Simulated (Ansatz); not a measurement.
**5-layer 2H-WSTe (2H stacking) in a perpendicular field**

Wanted: the out-of-plane response of the 5-layer 2H-WSTe (2H stacking). A positive field points along +c.

Method: plane-wave DFT, PBE-D3(BJ), Ansatz PAW, in Ansatz 0.2.0.

### 1. The structure

The cell holds 15 atoms: 5 Te, 5 W and 5 S. Cell: a = 3.365 Å, b = 3.365 Å, c = 93.368 Å, α = 90.0°, β = 90.0°, γ = 120.0°. Regions: layer 1: 2H-WSTe, 3 atoms (1 Te, 1 W and 1 S); layer 2: 2H-WSTe, 3 atoms (1 Te, 1 W and 1 S); layer 3: 2H-WSTe, 3 atoms (1 Te, 1 W and 1 S); layer 4: 2H-WSTe, 3 atoms (1 Te, 1 W and 1 S); layer 5: 2H-WSTe, 3 atoms (1 Te, 1 W and 1 S). Vacuum lies along c.

### 2. Relaxation

The starting cell is a guess, so the in-plane lattice and the atoms are relaxed first, with the slab cut off from its images along the normal.

The input, input.yaml:

```yaml
crystal:
  lattice:
    - [3.365, 0.0, 0.0]
    - [-1.6825, 2.9141754837, 0.0]
    - [0.0, 0.0, 93.368250959]
  atoms:
    - { symbol: Te, position: [0.3333333333, 0.6666666667, 0.3330896711] }
    - { symbol: W, position: [0.0, 0.0, 0.3555397942] }
    - { symbol: S, position: [0.3333333333, 0.6666666667, 0.3728639001] }
    - { symbol: Te, position: [0.0, 0.0, 0.4066012783] }
    - { symbol: W, position: [0.3333333333, 0.6666666667, 0.4290514014] }
    - { symbol: S, position: [0.0, 0.0, 0.4463755073] }
    - { symbol: Te, position: [0.3333333333, 0.6666666667, 0.4801128855] }
    - { symbol: W, position: [0.0, 0.0, 0.5025630087] }
    - { symbol: S, position: [0.3333333333, 0.6666666667, 0.5198871145] }
    - { symbol: Te, position: [0.0, 0.0, 0.5536244927] }
    - { symbol: W, position: [0.3333333333, 0.6666666667, 0.5760746159] }
    - { symbol: S, position: [0.0, 0.0, 0.5933987217] }
    - { symbol: Te, position: [0.3333333333, 0.6666666667, 0.6271360999] }
    - { symbol: W, position: [0.0, 0.0, 0.6495862231] }
    - { symbol: S, position: [0.3333333333, 0.6666666667, 0.6669103289] }
  periodic: [true, true, false]
kpoints:
  mp_grid: { grid: [12, 12, 1] }
hamiltonian:
  xc: pbe
  dispersion: d3bj
scf:
  occupations: { method: fermi_dirac, width: 0.05 }
  convergence: { dr2_threshold: 1.0e-09 }
relax:
  f_tol: 0.004
  max_steps: 90
  cell: {}
output:
  write_potential: true
  write_density: true
  volumetric_format: npy
```

The run is started by

```
> ansatz run input.yaml --threads 4 --pin off --max-ram 16384MiB --backend cpu --events-out ev --progress --plain --runs-dir out
```

Planned after this: single point, field 0, start network; single point, field 0.1 V/Å; atoms held, field -0.1 V/Å; single point, field 0.2 V/Å; atoms held, field 0.3 V/Å; response, atoms held. Settings of the main run: cutoff 420 eV, 18×18×1 k-mesh, Fermi-Dirac occupations, smearing width 0.02585 eV, 5 layers, stack 5-layer 2H-WSTe (2H stacking), PAW set soft 2.

Before running: what should come out for the step between the vacuum levels?

The induced dipole equals that of a perfect conductor 31.64 Å thick, while the outer atoms lie 29.17 Å apart. The two faces differ: the vacuum level above lies 2.59 eV higher than the one below. There is no gap over 0.03 eV, with or without the field.

| Quantity | Value |
| --- | --- |
| gap without field | none |
| work function, upper face | 5.69 eV |
| step between the vacuum levels | 2.59 eV |
| equivalent conductor thickness, atoms held | 31.6 Å |

The main runs have no spin polarisation; a magnetic state could lie lower and would change these results. Spin-orbit coupling is left out, which matters for the bands of elements this heavy.

[Logs are printed without paths, hosts, clocks, repeated set-up lines and the standing remarks that a program may print on its own settings, such as how far it seeks lower states.]

[Hosts, paths, dates, database ids (printed as entryN), source tags and the programs' standing remarks are cut or masked in the printed files.]

[Maps of the electrostatic potential energy from Ansatz leave out the sawtooth potential of an applied field or a dipole correction, so their vacuum need not be flat; planar profiles and work functions include it.]
